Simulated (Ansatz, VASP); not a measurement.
## One calculation of Si, two programs

```
CELL_PARAMETERS angstrom
0.00000 2.72185 2.72185
2.72185 0.00000 2.72185
2.72185 2.72185 0.00000
ATOMIC_POSITIONS crystal
Si 0.50000 0.50000 0.50000
Si 0.75000 0.75000 0.75000
```

Alike in both runs: task Born charges and dielectric tensor; functional PBEsol; k mesh 8 × 8 × 8; no spin polarisation.

|  | VASP | Ansatz |
| --- | --- | --- |
| version | VASP 6.6.1 | Ansatz 0.2.0 |
| potentials or method | VASP PAW PBE potentials, release 64 (Si) | Ansatz PAW |
| plane-wave cutoff (eV) | 520 | 420 |
| occupations | fermi-dirac, width 0.05 eV | fixed |
| valence electrons in the cell | 8 | 8 |

VASP gave:

```
gap on the k mesh at the Fermi level (eV)          : 0.51
least direct gap on the mesh (eV)                  : 2.51
mean electronic dielectric constant                : 14.65
mean Born charge of the atom that differs most (e) : 0.00
```

Question: Estimate Ansatz's values.

Answer: gap on the k mesh at the Fermi level (eV): 0.52; least direct gap on the mesh (eV): 2.52; mean electronic dielectric constant: 13.31; mean Born charge of the atom that differs most (e): 0.00.

Caveats: the gap is small at this level, which inflates the dielectric constant. A k mesh can miss the band edges.
